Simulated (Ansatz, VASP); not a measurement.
One calculation of NaCl, two programs

File INCAR:

```
SYSTEM = NaCl
  ALGO = Normal
  EDIFF = 1E-6
  EDIFFG = -0.005
  ENCUT = 600
  GGA = PE
  IBRION = 2
  ISIF = 3
  ISMEAR = 0
  LASPH = .TRUE.
  LCHARG = .FALSE.
  LREAL = .FALSE.
  LWAVE = .FALSE.
  NELM = 60
  NSW = 100
  PREC = Accurate
  SIGMA = 0.02
```

KPOINTS

```
k-points
0
G
  8 8 8
  0 0 0
```

File POSCAR:

```
NaCl
1.0
    0.0000000000      2.8100000000      2.8100000000
    2.8100000000      0.0000000000      2.8100000000
    2.8100000000      2.8100000000      0.0000000000
Na Cl
1 1
Direct
    0.0000000000      0.0000000000      0.0000000000
    0.5000000000      0.5000000000      0.5000000000
```

Input for Ansatz:

```yaml
crystal:
  lattice:
    - [0.0, 2.81, 2.81]
    - [2.81, 0.0, 2.81]
    - [2.81, 2.81, 0.0]
  atoms:
    - { symbol: Na, position: [0.0, 0.0, 0.0] }
    - { symbol: Cl, position: [0.5, 0.5, 0.5] }
basis:
  ecutwfc: 420
kpoints:
  mp_grid: { grid: [8, 8, 8] }
hamiltonian:
  xc: pbe
scf:
  occupations: { method: gaussian, width: 0.02 }
output:
  forces: true
  stress: true
  eigenvalues: true
  write_density: true
  write_potential: true
  elf: true
  volumetric_format: npy
relax:
  adjacent_minimum: "off"
  f_tol: 0.01
  max_steps: 80
  cell: { stress_tol: 0.05 }
```

Alike in both runs: task relaxation of cell and atoms; functional PBE; k mesh 8 × 8 × 8; occupations gaussian, width 0.02 eV; no spin polarisation.

|  | VASP | Ansatz |
| --- | --- | --- |
| version | VASP 6.6.1 | Ansatz 0.2.0 |
| potentials or method | VASP PAW PBE potentials, release 64 (Na_pv, Cl) | scalar-relativistic, plane waves, PAW |
| plane-wave cutoff (eV) | 600 | 420 |
| valence electrons in the cell | 14 | 16 |

|  | VASP | Ansatz | Ansatz less VASP |
| --- | --- | --- | --- |
| gap on the k mesh at the Fermi level, each at its own relaxed structure (eV) | 4.99 | 5.00 | +0.009 |
| relaxed volume (Å³/atom) | 23.14 | 23.08 | -0.060 |
| relaxed cell length with the largest relative difference (Å) | 4.030 | 4.026 | -0.0035 |
| energy change over the relaxation (meV/atom) | -3 | -3 | 0.0 |

The two sets of potentials don't hold the same shells in valence.

A k mesh can miss the band edges. Zero-point motion and thermal expansion aren't in these numbers. PBE usually gives volumes a little too large and moduli too small.
